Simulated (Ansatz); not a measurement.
Equilibrium properties in the diamond structure, computed with PBE in Ansatz (plane waves, PAW datasets (generated soft set 1); cutoff 420 eV), no spin polarisation, no spin–orbit coupling, Fermi–Dirac smearing of 0.061 eV, k-spacing 0.06 Å⁻¹:

```csv
crystal,a₀ (Å),V₀ (Å³/atom),B₀ (GPa)
Tm,8.663,81.28,2.9
Yb,8.682,81.80,3.3
Re,5.652,22.56,178
Os,5.556,21.44,205
Pt,5.776,24.09,115
Au,6.162,29.24,53
```

(1) Give the same for Bi, Pb, Ir.

Answers

(1) 
```json
{"crystal": "Bi", "a₀ (Å)": "7.289", "V₀ (Å³/atom)": "48.40", "B₀ (GPa)": "29"}
{"crystal": "Pb", "a₀ (Å)": "7.060", "V₀ (Å³/atom)": "43.99", "B₀ (GPa)": "25"}
{"crystal": "Ir", "a₀ (Å)": "5.568", "V₀ (Å³/atom)": "21.58", "B₀ (GPa)": "185"}
```

Model structures, not the usual forms at ambient conditions (metastable or hypothetical): Tm, Yb, Re, Os, Ir, Pt, Au, Pb, Bi. Spin polarisation is left out, and a magnetic state may lie lower for Pt. Spin–orbit coupling is left out, which matters for 6p elements such as Tl, Pb and Bi. The open f shell of Tm is treated without spin here, so this is a model state and not the ground state. Semilocal functionals place the filled 4f shell of Yb metal too near the Fermi level and overbind it.
